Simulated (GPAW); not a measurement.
# PtSe2 (Sudovikovite) (P-3m1) in GPAW: notebook

The runs below take PtSe2 (Sudovikovite) through relaxation of cell and atoms, with PW91, revPBE+D3(BJ).

Program: GPAW 26.7.0. These are calculated values, not measurements. Logs are shortened: lines on timing, memory, paths and dates and some standing lists are left out, and cuts for length are marked. The log counts tension as positive stress, the text compression.

### 1 The structure

Symmetry: P-3m1, No. 164, trigonal system. The conventional cell has a = 3.724 Å, b = 3.724 Å, c = 5.062 Å, α = 90.00°, β = 90.00°, γ = 120.00°. Around Pt (site symmetry -3m) lie 6 Se at 2.49 Å. Se (site symmetry 3m) has 3 Pt at 2.49 Å as nearest neighbours.

### 2 Relaxation of cell and atoms, PW91, target pressure 20 GPa, at which the enthalpy is minimised

run.py

```python
from ase.filters import FrechetCellFilter
from ase.io import read, write
from ase.optimize import BFGS
from ase.units import GPa
from gpaw import GPAW, PW, setup_paths

setup_paths.insert(0, '.')

atoms = read('POSCAR')

calc = GPAW(mode=PW(600),
            xc='GGA_X_PW91+GGA_C_PW91',
            kpts={'size': (6, 6, 4), 'gamma': True},
            occupations={'name': 'fermi-dirac', 'width': 0.05},
            nbands=26,
            convergence={'density': 1e-06, 'energy': 1e-06, 'eigenstates': 1e-10},
            maxiter=150,
            txt='gpaw.txt')
atoms.calc = calc
opt = BFGS(FrechetCellFilter(atoms, scalar_pressure=20 * GPa), trajectory='relax.traj', logfile='-')
done = opt.run(fmax=0.01, steps=40)
calc.write('gs.gpw')
write('result.traj', atoms)
print('Converged:', done)
print('Cell:', atoms.cell.cellpar().round(4))
print('Volume:', round(atoms.get_volume(), 4))
print(atoms.get_scaled_positions().round(5))
```

POSCAR

```
PtSe2
1.0
    3.7240000000      0.0000000000      0.0000000000
   -1.8620000000      3.2250786037      0.0000000000
    0.0000000000      0.0000000000      5.0620000000
Pt Se
1 2
Direct
    0.0000000000      0.0000000000      0.0000000000
    0.6666666667      0.3333333333      0.7500000000
    0.3333333333      0.6666666667      0.2500000000
```

Potentials or basis: PAW data sets generated in the run's folder for this functional, pw.

The run is started by

```console
> gpaw-setup -f GGA_X_PW91+GGA_C_PW91 Pt Se
> OMP_NUM_THREADS=1 python run.py
```

gpaw.txt:

```text
__  _  _
 | _ |_)|_||  |
 |__||  | ||/\| - 26.7.0

Input parameters:
  mode=PW(ecut=600.0),
  convergence={'density': 1e-06, 'energy': 1e-06, 'eigenstates': 1e-10},
  kpts=MonkhorstPack(size=(6, 6, 4), gamma=True),
  maxiter=150,
  nbands=26,
  occupations=Occupations(name='fermi-dirac', width=0.05),
  xc=XC(name='GGA_X_PW91+GGA_C_PW91')

Diagonalizing LCAO Hamiltonian
Converting LCAO to pw mode

            Se

        Se

       Pt

Atoms  # Å, Bohr magnetons
|   | symbol |         x |        y |        z |    initial magnetic moments |
|---|--------|-----------|----------|----------|-----------------------------|
| 0 |     Pt |  0.000000 | 0.000000 | 0.000000 | ( 0.0000,  0.0000,  0.0000) |
| 1 |     Se |  1.862000 | 1.075026 | 3.796500 | ( 0.0000,  0.0000,  0.0000) |
| 2 |     Se | -0.000000 | 2.150052 | 1.265500 | ( 0.0000,  0.0000,  0.0000) |

Unit cell  # Å
| periodic |         x |        y |        z |  lengths |     angles |
|----------|-----------|----------|----------|----------|------------|
|      yes |  3.724000 | 0.000000 | 0.000000 | 3.724000 |  90.000000 |
|      yes | -1.862000 | 3.225079 | 0.000000 | 3.724000 |  90.000000 |
|      yes |  0.000000 | 0.000000 | 5.062000 | 5.062000 | 120.000000 |

Number of symmetries: 12
Symmetry operations  # r_c * U_cc + t_c -> r_c
|    | kind |            matrix            |
|----|------|------------------------------|
|  0 |  σ   |  1, 1, 0,  0,-1, 0,  0, 0, 1 |
|  1 |  S6  |  1, 1, 0, -1, 0, 0,  0, 0,-1 |
|  2 |  E   |  1, 0, 0,  0, 1, 0,  0, 0, 1 |
|  3 |  C2  |  1, 0, 0, -1,-1, 0,  0, 0,-1 |
|  4 |  C2  |  0, 1, 0,  1, 0, 0,  0, 0,-1 |
|  5 |  C3  |  0, 1, 0, -1,-1, 0,  0, 0, 1 |
|  6 |  S6  |  0,-1, 0,  1, 1, 0,  0, 0,-1 |
|  7 |  σ   |  0,-1, 0, -1, 0, 0,  0, 0, 1 |
|  8 |  σ   | -1, 0, 0,  1, 1, 0,  0, 0, 1 |
|  9 |  i   | -1, 0, 0,  0,-1, 0,  0, 0,-1 |
| 10 |  C3  | -1,-1, 0,  1, 0, 0,  0, 0, 1 |
| 11 |  C2  | -1,-1, 0,  0, 1, 0,  0, 0,-1 |

BZ-sampling:
  Number of BZ points: 144
  Number of IBZ points: 24

  Monkhorst-Pack size: [6, 6, 4]
  Monkhorst-Pack shift: [0.08333333333333333, 0.08333333333333333, 0.125]

K-points  # in reciprocal-cell coordinates
|     |                                coordinates |     weight |
|-----|--------------------------------------------|------------|
|   0 | (  0.00000000,   0.00000000,   0.00000000) | 0.00694444 |
|   1 | (  0.00000000,   0.00000000,   0.25000000) | 0.01388889 |
|   2 | (  0.00000000,   0.00000000,   0.50000000) | 0.00694444 |
|   3 | (  0.16666667,   0.00000000,  -0.25000000) | 0.04166667 |
|   4 | (  0.16666667,   0.00000000,   0.00000000) | 0.04166667 |
|   5 | (  0.16666667,   0.00000000,   0.25000000) | 0.04166667 |
|   6 | (  0.16666667,   0.00000000,   0.50000000) | 0.04166667 |
|   7 | (  0.33333333,  -0.16666667,   0.00000000) | 0.04166667 |
|   8 | (  0.33333333,  -0.16666667,   0.25000000) | 0.08333333 |
|   9 | (  0.33333333,  -0.16666667,   0.50000000) | 0.04166667 |
| ... |                                            |            |
[... 171 lines left out ...]
Stress tensor  # eV/Ang^3
|         x |         y |         z |
|-----------|-----------|-----------|
| -0.050428 | -0.000000 |  0.000000 |
|  0.000000 | -0.050428 |  0.000000 |
|  0.000000 |  0.000000 | -0.038116 |

Forces  # eV/Ang
|        x |        y |        z |
|----------|----------|----------|
|  0.00000 |  0.00000 |  0.00000 |  # Pt   0
| -0.00000 |  0.00000 | -0.64103 |  # Se   1
| -0.00000 | -0.00000 |  0.64103 |  # Se   2

Interpolating wave functions to new cell

            Se

        Se

       Pt

Atoms  # Å, Bohr magnetons
|   | symbol |         x |        y |         z |    initial magnetic moments |
|---|--------|-----------|----------|-----------|-----------------------------|
| 0 |     Pt |  0.000000 | 0.000000 | -0.000000 | ( 0.0000,  0.0000,  0.0000) |
| 1 |     Se |  1.848679 | 1.067335 |  3.755782 | ( 0.0000,  0.0000,  0.0000) |
| 2 |     Se | -0.000000 | 2.134671 |  1.264036 | ( 0.0000,  0.0000,  0.0000) |

Unit cell  # Å
| periodic |         x |         y |         z |  lengths |     angles |
|----------|-----------|-----------|-----------|----------|------------|
|      yes |  3.697358 |  0.000000 | -0.000000 | 3.697358 |  90.000000 |
|      yes | -1.848679 |  3.202006 | -0.000000 | 3.697358 |  90.000000 |
|      yes | -0.000000 | -0.000000 |  5.019818 | 5.019818 | 120.000000 |

Number of symmetries: 12
Symmetry operations  # r_c * U_cc + t_c -> r_c
|    | kind |            matrix            |
|----|------|------------------------------|
|  0 |  σ   |  1, 1, 0,  0,-1, 0,  0, 0, 1 |
|  1 |  S6  |  1, 1, 0, -1, 0, 0,  0, 0,-1 |
|  2 |  E   |  1, 0, 0,  0, 1, 0,  0, 0, 1 |
|  3 |  C2  |  1, 0, 0, -1,-1, 0,  0, 0,-1 |
|  4 |  C2  |  0, 1, 0,  1, 0, 0,  0, 0,-1 |
|  5 |  C3  |  0, 1, 0, -1,-1, 0,  0, 0, 1 |
|  6 |  S6  |  0,-1, 0,  1, 1, 0,  0, 0,-1 |
|  7 |  σ   |  0,-1, 0, -1, 0, 0,  0, 0, 1 |
|  8 |  σ   | -1, 0, 0,  1, 1, 0,  0, 0, 1 |
|  9 |  i   | -1, 0, 0,  0,-1, 0,  0, 0,-1 |
| 10 |  C3  | -1,-1, 0,  1, 0, 0,  0, 0, 1 |
| 11 |  C2  | -1,-1, 0,  0, 1, 0,  0, 0,-1 |

BZ-sampling:
  Number of BZ points: 144
  Number of IBZ points: 24
[... 165 lines left out ...]
|        ... |               |           |
|          5 |         1.293 |     2.000 |
|          6 |         2.062 |     2.000 |
|          7 |         2.062 |     2.000 |
|          8 |         4.529 |     2.000 |
|          9 |         4.529 |     2.000 |
|         10 |         6.008 |     2.000 |
[... 8 lines left out ...]
|         19 |        16.014 |     0.000 |
|         20 |        20.660 |     0.000 |
|        ... |               |           |
|         25 |        21.406 |     0.000 |

No gap
No difference between direct/indirect transitions

Stress tensor  # eV/Ang^3
|         x |         y |         z |
|-----------|-----------|-----------|
| -0.070455 |  0.000000 |  0.000000 |
|  0.000000 | -0.070455 | -0.000000 |
|  0.000000 | -0.000000 | -0.050585 |

Forces  # eV/Ang
|        x |       y |        z |
|----------|---------|----------|
|  0.00000 | 0.00000 |  0.00000 |  # Pt   0
|  0.00000 | 0.00000 | -0.83052 |  # Se   1
| -0.00000 | 0.00000 |  0.83052 |  # Se   2

Interpolating wave functions to new cell

            Se

         Se

       Pt

Atoms  # Å, Bohr magnetons
|   | symbol |         x |         y |         z |    initial magnetic moments |
|---|--------|-----------|-----------|-----------|-----------------------------|
| 0 |     Pt |  0.000000 | -0.000000 | -0.000000 | ( 0.0000,  0.0000,  0.0000) |
| 1 |     Se |  1.788098 |  1.032359 |  3.525764 | ( 0.0000,  0.0000,  0.0000) |
| 2 |     Se | -0.000000 |  2.064718 |  1.276224 | ( 0.0000,  0.0000,  0.0000) |

Unit cell  # Å
| periodic |         x |         y |         z |  lengths |     angles |
|----------|-----------|-----------|-----------|----------|------------|
|      yes |  3.576196 | -0.000000 | -0.000000 | 3.576196 |  90.000000 |
|      yes | -1.788098 |  3.097076 |  0.000000 | 3.576196 |  90.000000 |
|      yes | -0.000000 |  0.000000 |  4.801988 | 4.801988 | 120.000000 |

Number of symmetries: 12
Symmetry operations  # r_c * U_cc + t_c -> r_c
|    | kind |            matrix            |
|----|------|------------------------------|
|  0 |  σ   |  1, 1, 0,  0,-1, 0,  0, 0, 1 |
|  1 |  S6  |  1, 1, 0, -1, 0, 0,  0, 0,-1 |
|  2 |  E   |  1, 0, 0,  0, 1, 0,  0, 0, 1 |
|  3 |  C2  |  1, 0, 0, -1,-1, 0,  0, 0,-1 |
|  4 |  C2  |  0, 1, 0,  1, 0, 0,  0, 0,-1 |
|  5 |  C3  |  0, 1, 0, -1,-1, 0,  0, 0, 1 |
|  6 |  S6  |  0,-1, 0,  1, 1, 0,  0, 0,-1 |
|  7 |  σ   |  0,-1, 0, -1, 0, 0,  0, 0, 1 |
|  8 |  σ   | -1, 0, 0,  1, 1, 0,  0, 0, 1 |
|  9 |  i   | -1, 0, 0,  0,-1, 0,  0, 0,-1 |
| 10 |  C3  | -1,-1, 0,  1, 0, 0,  0, 0, 1 |
| 11 |  C2  | -1,-1, 0,  0, 1, 0,  0, 0,-1 |

BZ-sampling:
  Number of BZ points: 144
  Number of IBZ points: 24
[... 190 lines left out ...]
Stress tensor  # eV/Ang^3
|         x |         y |         z |
|-----------|-----------|-----------|
| -0.179598 |  0.000000 |  0.000000 |
|  0.000000 | -0.179598 |  0.000000 |
|  0.000000 |  0.000000 | -0.122452 |

Forces  # eV/Ang
|        x |        y |        z |
|----------|----------|----------|
| -0.00000 |  0.00000 |  0.00000 |  # Pt   0
|  0.00000 |  0.00000 | -1.38940 |  # Se   1
|  0.00000 | -0.00000 |  1.38940 |  # Se   2

Interpolating wave functions to new cell

            Se

         Se

       Pt

Atoms  # Å, Bohr magnetons
|   | symbol |         x |         y |         z |    initial magnetic moments |
|---|--------|-----------|-----------|-----------|-----------------------------|
| 0 |     Pt | -0.000000 | -0.000000 | -0.000000 | ( 0.0000,  0.0000,  0.0000) |
| 1 |     Se |  1.788296 |  1.032473 |  3.484200 | ( 0.0000,  0.0000,  0.0000) |
| 2 |     Se | -0.000000 |  2.064946 |  1.292125 | ( 0.0000,  0.0000,  0.0000) |

Unit cell  # Å
| periodic |         x |         y |         z |  lengths |     angles |
|----------|-----------|-----------|-----------|----------|------------|
|      yes |  3.576591 | -0.000000 |  0.000000 | 3.576591 |  90.000000 |
|      yes | -1.788296 |  3.097419 | -0.000000 | 3.576591 |  90.000000 |
|      yes | -0.000000 |  0.000000 |  4.776326 | 4.776326 | 120.000000 |

Number of symmetries: 12
Symmetry operations  # r_c * U_cc + t_c -> r_c
|    | kind |            matrix            |
|----|------|------------------------------|
|  0 |  σ   |  1, 1, 0,  0,-1, 0,  0, 0, 1 |
|  1 |  S6  |  1, 1, 0, -1, 0, 0,  0, 0,-1 |
|  2 |  E   |  1, 0, 0,  0, 1, 0,  0, 0, 1 |
|  3 |  C2  |  1, 0, 0, -1,-1, 0,  0, 0,-1 |
|  4 |  C2  |  0, 1, 0,  1, 0, 0,  0, 0,-1 |
|  5 |  C3  |  0, 1, 0, -1,-1, 0,  0, 0, 1 |
|  6 |  S6  |  0,-1, 0,  1, 1, 0,  0, 0,-1 |
|  7 |  σ   |  0,-1, 0, -1, 0, 0,  0, 0, 1 |
|  8 |  σ   | -1, 0, 0,  1, 1, 0,  0, 0, 1 |
|  9 |  i   | -1, 0, 0,  0,-1, 0,  0, 0,-1 |
| 10 |  C3  | -1,-1, 0,  1, 0, 0,  0, 0, 1 |
| 11 |  C2  | -1,-1, 0,  0, 1, 0,  0, 0,-1 |

BZ-sampling:
  Number of BZ points: 144
  Number of IBZ points: 24
[... 1874 lines left out ...]
|          9 |         6.519 |     2.000 |
|         10 |         7.999 |     2.000 |
[... 8 lines left out ...]
|         19 |        17.899 |     0.000 |
|         20 |        22.381 |     0.000 |
|        ... |               |           |
|         25 |        24.626 |     0.000 |

No gap
No difference between direct/indirect transitions

Stress tensor  # eV/Ang^3
|         x |         y |         z |
|-----------|-----------|-----------|
| -0.124508 | -0.000000 |  0.000000 |
| -0.000000 | -0.124508 | -0.000000 |
|  0.000000 | -0.000000 | -0.125012 |

Forces  # eV/Ang
|        x |        y |        z |
|----------|----------|----------|
|  0.00000 | -0.00000 |  0.00000 |  # Pt   0
|  0.00000 |  0.00000 |  0.00031 |  # Se   1
| -0.00000 |  0.00000 | -0.00031 |  # Se   2

# Writing to gs.gpw (mode='')
```

It took 2.7 min on 1 thread of AMD EPYC 9R14 (Zen 4), shared host; peak memory 0.31 GiB.

What came out:

```
Free energy                                            : -14.0488 eV
Relaxed volume                                         : 17.31 Å³/atom
Relaxed cell                                           : a = 3.689 Å, b = 3.689 Å, c = 4.407 Å, α = 90.00°, β = 90.00°, γ = 120.00°
Space group after relaxing (to 0.05 Å)                 : P-3m1 (No. 164)
Energy change on relaxing (the enthalpy is what falls) : +167.0 meV/atom
Ionic steps                                            : 11
Pressure after relaxing                                : 20.0 GPa
Band gap on the k mesh                                 : none (metal or under the smearing width)
```

The path:
| step | energy change (eV) | largest force (eV/Å) | pressure (GPa) | volume (Å³) |
| --- | --- | --- | --- | --- |
| 1 | 0.0000 | 0.6410 | 7.42 | 60.80 |
| 2 | 0.0612 | 0.8305 | 10.23 | 59.43 |
| 3 | 0.5638 | 1.3894 | 25.72 | 53.19 |
| 4 | 0.5405 | 1.0497 | 24.71 | 52.91 |
| 5 | 0.5096 | 0.0792 | 20.66 | 52.38 |
| 6 | 0.4897 | 0.1820 | 19.66 | 52.49 |
| 7 | 0.4838 | 0.3248 | 18.30 | 52.40 |
| 8 | 0.5180 | 0.4003 | 18.17 | 51.98 |
| 9 | 0.5218 | 0.3201 | 18.66 | 51.87 |
| 10 | 0.5027 | 0.0401 | 19.75 | 51.93 |
| 11 | 0.5010 | 0.0003 | 19.98 | 51.94 |

Final structure:
```cif
data_structure
_symmetry_space_group_name_H-M 'P 1'
_symmetry_Int_Tables_number 1
_cell_length_a 3.6891
_cell_length_b 3.6891
_cell_length_c 4.4072
_cell_angle_alpha 90.000
_cell_angle_beta 90.000
_cell_angle_gamma 120.000
_cell_volume 51.94
loop_
_atom_site_label
_atom_site_type_symbol
_atom_site_fract_x
_atom_site_fract_y
_atom_site_fract_z
_atom_site_occupancy
Pt1 Pt 0.00000 0.00000 0.00000 1
Se1 Se 0.66667 0.33333 0.71472 1
Se2 Se 0.33333 0.66667 0.28528 1
```

Caveat: later steps reuse the first step's grids.

(Continued in part 2 of 2.)
